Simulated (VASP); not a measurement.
# SnSe2: band structure with LDA

SnSe2:

```xyz
3
Lattice="3.8110 0.0000 0.0000 -1.9055 3.3004 0.0000 0.0000 0.0000 6.1360" Properties=species:S:1:pos:R:3 pbc="T T T"
Sn    0.0000    0.0000    0.0000
Se    1.9055    1.1001    4.6081
Se    0.0000    2.2003    1.5279
```

```
Program                : VASP 6.6.1
Task                   : band structure
Functional             : LDA
Potentials or basis    : VASP PAW LDA potentials, release 64 (Sn_d, Se)
Cutoff                 : 520 eV
k mesh                 : 8 × 8 × 6
Occupations            : gaussian, width 0.02 eV
Spin                   : no spin polarisation
Ladder                 : gaps
Further INCAR settings : ALGO = Fast; EDIFF = 1e-06; NBANDS = 20
```

The band gap on the k mesh is 0.63 eV, indirect (least direct gap 0.90 eV) and the band gap along the path is 0.59 eV, indirect (least direct gap 0.90 eV).

Levels at the corners of the path, in eV from the valence-band top:
```
point  band 9  band 10  band 11  band 12  band 13  band 14  band 15  band 16  band 17  band 18
    Γ   -0.76    -0.76    -0.43    -0.43    -0.05     0.85     2.75     4.49     4.49     7.99
    M   -4.56    -2.98    -2.75    -1.29    -0.35     1.02     3.59     5.28     5.33     7.12
    M   -4.56    -2.98    -2.75    -1.29    -0.35     1.02     3.59     5.28     5.33     7.12
    K   -3.78    -3.78    -3.43    -1.60    -1.60     1.26     6.50     6.50     7.07     7.21
    K   -3.78    -3.78    -3.43    -1.60    -1.60     1.26     6.50     6.50     7.07     7.21
    Γ   -0.76    -0.76    -0.43    -0.43    -0.05     0.85     2.75     4.49     4.49     7.99
    Γ   -0.76    -0.76    -0.43    -0.43    -0.05     0.85     2.75     4.49     4.49     7.99
    A   -2.15    -0.85    -0.85    -0.27    -0.27     2.28     2.71     4.21     4.21     7.98
    A   -2.15    -0.85    -0.85    -0.27    -0.27     2.28     2.71     4.21     4.21     7.98
    L   -5.02    -2.58    -2.05    -0.91    -0.75     0.72     4.06     4.66     5.72     6.21
    L   -5.02    -2.58    -2.05    -0.91    -0.75     0.72     4.06     4.66     5.72     6.21
    H   -4.30    -4.30    -3.81    -0.41    -0.41     2.42     4.55     4.55     6.05     7.98
    H   -4.30    -4.30    -3.81    -0.41    -0.41     2.42     4.55     4.55     6.05     7.98
    A   -2.15    -0.85    -0.85    -0.27    -0.27     2.28     2.71     4.21     4.21     7.98
    L   -5.02    -2.58    -2.05    -0.91    -0.75     0.72     4.06     4.66     5.72     6.21
    M   -4.56    -2.98    -2.75    -1.29    -0.35     1.02     3.59     5.28     5.33     7.12
    K   -3.78    -3.78    -3.43    -1.60    -1.60     1.26     6.50     6.50     7.07     7.21
    H   -4.30    -4.30    -3.81    -0.41    -0.41     2.42     4.55     4.55     6.05     7.98
```

Run time: 61 s on 1 thread of AMD EPYC 9R45 96-Core Processor (Zen 5), with other jobs on the host, peak memory 0.22 GiB.

Caveat: the log is that of the step along the path at fixed density, whose energy, stress, charges and moments have no meaning; spin-orbit coupling is left out, which moves the levels of the heavy elements.
